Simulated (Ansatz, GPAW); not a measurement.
# MgTe (110), 8 units: converging a work function, part 2 of 3

Aim: the settings at which the work function of MgTe (110), 8 units stops moving. Where a layer proves gapped, the work function hangs on where the smearing puts the Fermi level, and the band edges take its place.

GPAW 26.7.0 and Ansatz 0.2.0; Ansatz plane waves; layer without images along its normal, relaxation of atoms and in-plane cell (the session's first sound run).

So far. Step 2 (Relaxation): The relaxation lowered the energy of the cell by 0.760 eV.

### Step 3. The slab's potential

The work function is the vacuum plateau of the electrostatic potential less the Fermi level; a dipole layer lets the two faces have plateaus of their own.

This step: GPAW, PAW setups; slab in vacuum (GPAW 26.7.0).

The cell differs from the one that the last finished run ended in (c 55.577 → 34.533 Å).

File run.py:

```python
import json
import numpy as np
from ase import Atoms
from gpaw import GPAW, PW

slab = Atoms(
    ['Mg', 'Te', 'Mg', 'Te', 'Mg', 'Te', 'Mg', 'Te', 'Mg', 'Te', 'Mg', 'Te', 'Mg', 'Te', 'Mg', 'Te'],
    positions=[
        [2.29162, 3.64536, 9.75362],
        [0.00000, 4.94678, 9.00000],
        [0.00000, -0.09698, 11.37744],
        [2.29162, 1.54052, 11.54832],
        [2.29162, 3.16890, 13.85650],
        [0.00000, 4.81269, 13.75345],
        [0.00000, -0.08414, 16.07455],
        [2.29162, 1.54757, 16.14578],
        [2.29162, 3.16264, 18.45841],
        [0.00000, 4.79435, 18.38718],
        [-0.00000, -0.07788, 20.67646],
        [2.29162, 1.56591, 20.77951],
        [2.29162, 3.14980, 23.15552],
        [-0.00000, 4.78730, 22.98464],
        [0.00000, 0.39858, 24.77933],
        [2.29162, 1.70000, 25.53295]],
    cell=[[4.58325, 0.0, -0.0], [0.0, 6.49356, 0.0], [-0.0, 0.0, 34.533]],
    pbc=[True, True, False])

slab.calc = GPAW(mode=PW(400), xc='PBE', kpts={'size': (6, 5, 1), 'gamma': True},
                 occupations={'name': 'fermi-dirac', 'width': 0.05}, nbands='200%',
                 convergence={'density': 1e-05}, maxiter=200,
                 poissonsolver={'dipolelayer': 'xy'},
                 symmetry={'tolerance': 1e-3}, txt='slab.txt')
result = {}
energy = slab.get_potential_energy()
fermi = slab.calc.get_fermi_level()
v = slab.calc.get_electrostatic_potential().mean((0, 1)) - fermi
n = slab.calc.get_pseudo_density().mean((0, 1))
L = slab.cell[2, 2]
z = np.arange(len(v)) * L / len(v)
low, high = slab.positions[:, 2].min(), slab.positions[:, 2].max()
below, above = np.interp([low - 6.8, high + 6.8], z, v)
slopes = [np.interp(x, z, np.gradient(v, z)) for x in (low - 6.8, high + 6.8)]
eps = np.array([[slab.calc.get_eigenvalues(k, s) for k in range(len(slab.calc.get_ibz_k_points()))]
                for s in range(slab.calc.get_number_of_spins())]) - fermi
top, bottom = eps[eps < 0].max(), eps[eps > 0].min()
dipole = slab.get_dipole_moment()[2]
print(f'energy {energy:.4f} eV, Fermi level {fermi:.4f} eV, dipole {dipole:.5f} e A')
print(f'potential 6.8 A off the faces, from the Fermi level: lower {below:.4f} eV, upper {above:.4f} eV')
print(f'slope of the potential there: lower {slopes[0]:.5f}, upper {slopes[1]:.5f} eV/A')
print(f'nearest levels on the mesh: {top:.4f} and {bottom:.4f} eV')
print('magnetic moment', round(slab.get_magnetic_moment(), 3))
result.update(energy=energy, fermi=fermi, dipole=dipole, below=below, above=above, slopes=slopes, edges=[top, bottom],
              z=z.tolist(), v=v.tolist(), n=n.tolist(), positions=slab.positions.tolist(),
              forces=slab.get_forces(apply_constraint=False).tolist(), moments=slab.get_magnetic_moments().tolist())
json.dump(result, open('result.json', 'w'))
```

The run is started by

```
$ OMP_NUM_THREADS=1 OPENBLAS_NUM_THREADS=1 python run.py
```

The program printed:

```text
energy -51.0105 eV, Fermi level -0.2442 eV, dipole -0.00391 e A
potential 6.8 A off the faces, from the Fermi level: lower 4.3971 eV, upper 4.3971 eV
slope of the potential there: lower 0.00009, upper -0.00009 eV/A
nearest levels on the mesh: -1.4098 and 1.0305 eV
magnetic moment 0.0
```

Run time: 30 min. Hardware: 1 thread of Arm Neoverse N1, shared host; peak memory 0.96 GiB.

This step gave:

* dipole along the normal: -0.003915 e·Å
* levels nearest the Fermi level on the mesh: -1.410, 1.031 eV from the Fermi level
* upper work function: 4.397 eV
* lower work function: 4.397 eV
* upper ionisation energy: 5.807 eV

The electrostatic potential energy of an electron (without an applied field's), less the Fermi level, planar mean oscillates, so the rows of the table below give means over windows of 2.27 Å about each position, cut where the curve ends. Its maxima inside the range that stand out by 2 % of the span (Å: eV): 10.4: -0.176, 12.6: 0.959, 15.0: 0.968, 17.3: 0.934, 19.5: 0.968, 21.9: 0.959, 24.2: -0.176. Its minima: 9.1: -6.64, 11.5: -9.27, 13.8: -9.22, 16.1: -9.26, 18.5: -9.26, 20.7: -9.22, 23.0: -9.27, 25.5: -6.64.

Electrostatic potential energy of an electron (without an applied field's), less the Fermi level, planar mean against z; means over each step:

z (Å), electrostatic potential energy of an electron (without an applied field's), less the Fermi level, planar mean (eV) and a bar from the least value:
```
     1.14       4.40 ##############################
     3.41       4.40 ##############################
     5.68       4.39 ##############################
     7.95       1.10 ##################
    10.22      -3.24 ##
    12.49      -3.41 ##
    14.76      -3.17 ##
    17.03      -3.39 ##
    19.30      -3.21 ##
    21.57      -3.40 ##
    23.84      -3.85 
    26.11      -0.98 ##########
    28.38       4.36 ##############################
    30.65       4.40 ##############################
    32.92       4.40 ##############################
```

The pseudo valence density, planar mean oscillates, so the rows of the table below give means over windows of 1 Å about each position, cut where the curve ends. Its maxima inside the range that stand out by 2 % of the span (Å: e/Å³): 8.4: 0.118, 9.7: 0.566, 11.4: 0.502, 13.8: 0.500, 16.0: 0.487, 18.6: 0.487, 20.7: 0.500, 23.1: 0.502, 24.8: 0.566, 26.1: 0.118. Its minima: 8.8: 0.0731, 10.6: 0.120, 12.7: 0.119, 14.9: 0.104, 17.3: 0.115, 19.6: 0.104, 21.8: 0.119, 24.0: 0.120, 25.7: 0.0731.

The pseudo valence density, planar mean by z; means over each step:

| z (Å) | pseudo valence density, planar mean (e/Å³) |
| --- | --- |
| 5 | 2.7e-5 |
| 6 | 4.2e-4 |
| 7 | 0.00649 |
| 8 | 0.0650 |
| 9 | 0.141 |
| 10 | 0.337 |
| 11 | 0.300 |
| 12 | 0.207 |
| 13 | 0.156 |
| 14 | 0.344 |
| 15 | 0.125 |
| 16 | 0.350 |
| 17 | 0.146 |
| 18 | 0.264 |
| 19 | 0.237 |
| 20 | 0.189 |
| 21 | 0.307 |
| 22 | 0.134 |
| 23 | 0.344 |
| 24 | 0.188 |
| 25 | 0.337 |
| 26 | 0.0937 |
| 27 | 0.0254 |
| 28 | 0.00185 |
| 29 | 1.1e-4 |
| 30 | 7.5e-6 |

The layer is gapped, so the Fermi level lies somewhere inside the gap, set by smearing and numerics, and these work functions are no property of the material; the band edges below the vacuum level are. The potential is flat to 9.0e-5 eV/Å where it is read, so the vacuum is wide enough. The geometry is the other program's minimum; here the largest force on a free atom is 0.0090 eV/Å.

### Step 4. Cutoff 200

The cutoff limits how sharply the smooth valence waves can vary, which tells mostly near the atoms.

Edit run.py of step 3 so:

```diff
@@ -27,3 +27,3 @@
 
-slab.calc = GPAW(mode=PW(400), xc='PBE', kpts={'size': (6, 5, 1), 'gamma': True},
+slab.calc = GPAW(mode=PW(200), xc='PBE', kpts={'size': (6, 5, 1), 'gamma': True},
                  occupations={'name': 'fermi-dirac', 'width': 0.05}, nbands='200%',
```

The program printed:

```text
energy -47.5250 eV, Fermi level -0.2420 eV, dipole -0.00390 e A
potential 6.8 A off the faces, from the Fermi level: lower 4.3954 eV, upper 4.3953 eV
slope of the potential there: lower 0.00009, upper -0.00009 eV/A
nearest levels on the mesh: -1.4056 and 1.0306 eV
magnetic moment 0.0
```

It took 8 min on 1 thread; peak memory 0.41 GiB.

The run finished. A setting was moved off its sound value on purpose, so it serves as a test and not as the result.

The fault put into the input: a cutoff under that of the base run: the energy of the cell lies 3.5 eV from the base value, and the gap on the mesh is 2.44 eV against 2.44 (ecut = 200).

Side by side:

| quantity | this run | sound run | difference |
| --- | --- | --- | --- |
| dipole along the normal (e·Å) | -0.0039038 | -0.0039149 | 1.1e-5 |
| upper work function (eV) | 4.3953 | 4.3971 | -0.00181 |
| lower work function (eV) | 4.3954 | 4.3971 | -0.00174 |
| upper ionisation energy (eV) | 5.8009 | 5.8069 | -0.00607 |

### Step 5. Cutoff 300

The cutoff limits how sharply the smooth valence waves can vary, which tells mostly near the atoms.

Edit run.py of step 4 so:

```diff
@@ -27,3 +27,3 @@
 
-slab.calc = GPAW(mode=PW(200), xc='PBE', kpts={'size': (6, 5, 1), 'gamma': True},
+slab.calc = GPAW(mode=PW(300), xc='PBE', kpts={'size': (6, 5, 1), 'gamma': True},
                  occupations={'name': 'fermi-dirac', 'width': 0.05}, nbands='200%',
```

The program printed:

```text
energy -49.3906 eV, Fermi level -0.2274 eV, dipole -0.00391 e A
potential 6.8 A off the faces, from the Fermi level: lower 4.3810 eV, upper 4.3810 eV
slope of the potential there: lower 0.00005, upper -0.00005 eV/A
nearest levels on the mesh: -1.4245 and 1.0130 eV
magnetic moment 0.0
```

Wall time 17 min (1 thread); peak memory 0.67 GiB.

The run finished. A setting was moved off its sound value on purpose, so it serves as a test and not as the result.

The fault put into the input: a cutoff under that of the base run: the energy of the cell lies 1.6 eV from the base value, and the gap on the mesh is 2.44 eV against 2.44 (ecut = 300).

The two runs compared:

```csv
quantity,this run,sound run,difference
dipole along the normal (e·Å),-0.0039139,-0.0039149,9.2e-7
upper work function (eV),4.3810,4.3971,-0.0161
lower work function (eV),4.3810,4.3971,-0.0161
upper ionisation energy (eV),5.8055,5.8069,-0.00147
```

### Step 6. Cutoff 700: ecut = 700

The cutoff limits how sharply the smooth valence waves can vary, which tells mostly near the atoms.

Edit run.py of step 5 so:

```diff
@@ -27,3 +27,3 @@
 
-slab.calc = GPAW(mode=PW(300), xc='PBE', kpts={'size': (6, 5, 1), 'gamma': True},
+slab.calc = GPAW(mode=PW(700), xc='PBE', kpts={'size': (6, 5, 1), 'gamma': True},
                  occupations={'name': 'fermi-dirac', 'width': 0.05}, nbands='200%',
```

The program printed:

```text
energy -51.5280 eV, Fermi level -0.2549 eV, dipole -0.00391 e A
potential 6.8 A off the faces, from the Fermi level: lower 4.4073 eV, upper 4.4073 eV
slope of the potential there: lower 0.00011, upper -0.00011 eV/A
nearest levels on the mesh: -1.4001 and 1.0412 eV
magnetic moment 0.0
```

It took 71 min on 1 thread; peak memory 2 GiB.

Numbers from this step:

| Quantity | Value |
| --- | --- |
| dipole along the normal | -0.003914 e·Å |
| levels nearest the Fermi level on the mesh | -1.400, 1.041 eV from the Fermi level |
| upper work function | 4.407 eV |
| lower work function | 4.407 eV |

The electrostatic potential energy of an electron (without an applied field's), less the Fermi level, planar mean oscillates, so the rows of the table below give means over windows of 2.32 Å about each position, cut where the curve ends. Its maxima inside the range that stand out by 2 % of the span (Å: eV): 10.4: -0.156, 12.7: 0.932, 14.9: 0.999, 17.3: 0.945, 19.6: 0.999, 21.9: 0.972, 24.2: -0.216. Its minima: 9.1: -6.59, 11.5: -9.34, 13.7: -9.20, 16.1: -9.30, 18.5: -9.20, 20.7: -9.17, 23.0: -9.34, 25.5: -6.60.

The electrostatic potential energy of an electron (without an applied field's), less the Fermi level, planar mean by z; means over each step:

```
z (Å)  electrostatic potential energy of an electron (without an applied field's), less the Fermi level, planar mean (eV)
 1.16                                                                                                                4.41
 3.48                                                                                                                4.41
 5.80                                                                                                                4.39
 8.12                                                                                                               0.268
10.44                                                                                                               -3.59
12.76                                                                                                               -3.50
15.08                                                                                                               -3.25
17.40                                                                                                               -3.49
19.72                                                                                                               -3.25
22.04                                                                                                               -3.50
24.36                                                                                                               -3.29
26.68                                                                                                                1.49
29.00                                                                                                                4.40
31.32                                                                                                                4.41
33.64                                                                                                                4.41
```

The pseudo valence density, planar mean oscillates, so the rows of the table below give means over windows of 1 Å about each position, cut where the curve ends. Its maxima inside the range that stand out by 2 % of the span (Å: e/Å³): 8.5: 0.121, 9.8: 0.569, 11.4: 0.533, 13.9: 0.512, 16.0: 0.495, 18.5: 0.494, 20.6: 0.512, 23.2: 0.533, 24.8: 0.569, 26.1: 0.121. Its minima: 9.0: 0.0624, 10.6: 0.118, 12.6: 0.118, 15.0: 0.105, 17.3: 0.115, 19.5: 0.105, 21.9: 0.118, 24.0: 0.118, 25.6: 0.0624.

Pseudo valence density, planar mean against z; means over each step:

z (Å), pseudo valence density, planar mean (e/Å³) and a bar:
```
        5      0.000 
        6      0.000 
        7      0.006 #
        8      0.065 ######
        9      0.142 ############
       10      0.336 ############################
       11      0.305 ##########################
       12      0.203 #################
       13      0.154 #############
       14      0.347 #############################
       15      0.123 ##########
       16      0.354 ##############################
       17      0.143 ############
       18      0.264 ######################
       19      0.237 ####################
       20      0.189 ################
       21      0.308 ##########################
       22      0.133 ###########
       23      0.348 ##############################
       24      0.180 ###############
       25      0.342 #############################
       26      0.094 ########
       27      0.025 ##
       28      0.002 
       29      0.000 
       30      0.000
```

The highest filled level lies 1.40 eV under the Fermi level, so the ionisation energy from the upper face is 4.407 + 1.40 = 5.807 eV, against 5.807 eV in the base run.

### Step 7. K mesh 2×2

The mesh in the plane samples the bands: a metal's Fermi level needs it dense, and band edges must lie on it.

Edit run.py of step 6 so:

```diff
@@ -27,3 +27,3 @@
 
-slab.calc = GPAW(mode=PW(700), xc='PBE', kpts={'size': (6, 5, 1), 'gamma': True},
+slab.calc = GPAW(mode=PW(400), xc='PBE', kpts={'size': (2, 2, 1), 'gamma': True},
                  occupations={'name': 'fermi-dirac', 'width': 0.05}, nbands='200%',
```

The program printed:

```text
energy -49.7677 eV, Fermi level -0.2941 eV, dipole -0.00391 e A
potential 6.8 A off the faces, from the Fermi level: lower 4.4334 eV, upper 4.4333 eV
slope of the potential there: lower 0.00009, upper -0.00009 eV/A
nearest levels on the mesh: -1.3083 and 1.1172 eV
magnetic moment 0.0
```

Elapsed: 10 min, on 1 thread; peak memory 0.62 GiB.

The run finished with changed settings (kpts = [2, 2]); it serves as a test.

Side by side:

```csv
quantity,this run,sound run,difference
dipole along the normal (e·Å),-0.0039109,-0.0039149,4.0e-6
upper work function (eV),4.4333,4.3971,0.0362
lower work function (eV),4.4334,4.3971,0.0363
upper ionisation energy (eV),5.7417,5.8069,-0.0653
```

The two runs differ clearly in the upper ionisation energy: 5.74 eV against 5.81 eV.

### Step 8. K mesh 4×3

The mesh in the plane samples the bands: a metal's Fermi level needs it dense, and band edges must lie on it.

Edit run.py of step 7 so:

```diff
@@ -27,3 +27,3 @@
 
-slab.calc = GPAW(mode=PW(400), xc='PBE', kpts={'size': (2, 2, 1), 'gamma': True},
+slab.calc = GPAW(mode=PW(400), xc='PBE', kpts={'size': (4, 3, 1), 'gamma': True},
                  occupations={'name': 'fermi-dirac', 'width': 0.05}, nbands='200%',
```

The program printed:

```text
energy -50.9700 eV, Fermi level -0.2695 eV, dipole -0.00392 e A
potential 6.8 A off the faces, from the Fermi level: lower 4.4213 eV, upper 4.4213 eV
slope of the potential there: lower 0.00009, upper -0.00009 eV/A
nearest levels on the mesh: -1.3806 and 1.0585 eV
magnetic moment 0.0
```

It took 15 min on 1 thread; peak memory 0.7 GiB.

The run finished with changed settings (kpts = [4, 3]); it serves as a test.

The two runs compared:

| quantity | this run | sound run | difference |
| --- | --- | --- | --- |
| dipole along the normal (e·Å) | -0.0039163 | -0.0039149 | -1.5e-6 |
| upper work function (eV) | 4.4213 | 4.3971 | 0.0242 |
| lower work function (eV) | 4.4213 | 4.3971 | 0.0242 |
| upper ionisation energy (eV) | 5.8018 | 5.8069 | -0.00509 |

### Step 9. K mesh 9×8: kpts = [9, 8]

The mesh in the plane samples the bands: a metal's Fermi level needs it dense, and band edges must lie on it.

Edit run.py of step 8 so:

```diff
@@ -27,3 +27,3 @@
 
-slab.calc = GPAW(mode=PW(400), xc='PBE', kpts={'size': (4, 3, 1), 'gamma': True},
+slab.calc = GPAW(mode=PW(400), xc='PBE', kpts={'size': (9, 8, 1), 'gamma': True},
                  occupations={'name': 'fermi-dirac', 'width': 0.05}, nbands='200%',
```

The program printed:

```text
energy -51.0131 eV, Fermi level -0.2292 eV, dipole -0.00391 e A
potential 6.8 A off the faces, from the Fermi level: lower 4.3822 eV, upper 4.3822 eV
slope of the potential there: lower 0.00009, upper -0.00009 eV/A
nearest levels on the mesh: -1.4253 and 1.0152 eV
magnetic moment 0.0
```

Wall time 62 min (1 thread); peak memory 1.6 GiB.

Numbers from this step:

| Quantity | Value |
| --- | --- |
| dipole along the normal | -0.003915 e·Å |
| levels nearest the Fermi level on the mesh | -1.425, 1.015 eV from the Fermi level |
| upper work function | 4.382 eV |
| lower work function | 4.382 eV |

The highest filled level lies 1.43 eV under the Fermi level, so the ionisation energy from the upper face is 4.382 + 1.43 = 5.807 eV, against 5.807 eV in the base run.

(Continued in part 3 of 3.)

[Logs are printed without paths, hosts, clocks, repeated set-up lines and the standing remarks that a program may print on its own settings, such as how far it seeks lower states.]

[Hosts, paths, dates, database ids (printed as entryN), source tags and the programs' standing remarks are cut or masked in the printed files.]
